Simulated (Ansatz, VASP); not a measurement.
# Two plane-wave programs on HfH4 (Hf(H)4)

```xyz
5
Lattice="12.0300 0.0000 0.0000 0.0000 12.0300 0.0000 0.0000 0.0000 11.1400" Properties=species:S:1:pos:R:3 pbc="T T T"
Hf    6.0143    6.0143    5.5693
H     7.5286    6.0143    6.6386
H     6.0143    7.5286    4.5000
H     4.5000    6.0143    6.6386
H     6.0143    4.5000    4.5000
```

Alike in both runs: task single point; functional PBE; k mesh 1 × 1 × 1; occupations gaussian, width 0.01 eV; non-collinear spin, spin-orbit coupling.

|  | VASP | Ansatz |
| --- | --- | --- |
| version | VASP 6.6.1 | Ansatz 0.2.0 |
| potentials or method | VASP PAW PBE potentials, release 64 (Hf_pv, H) | plane waves, PAW |
| plane-wave cutoff (eV) | 520 | 420 |
| valence electrons in the cell | 14 | 30 |

|  | VASP | Ansatz | Ansatz less VASP |
| --- | --- | --- | --- |
| gap on the k mesh at the Fermi level (eV) | 3.93 | 3.94 | +0.015 |
| rms of the force components (eV/Å) | 0.119 | 0.111 | -0.0086 |
| net moment per atom (μB) | 0.00 | 0.00 | 0.000 |

Atom by atom the forces differ by 0.009 eV/Å (rms over components). The two sets of potentials don't hold the same shells in valence. Ansatz warned: «structure_snapped_to_symmetry».
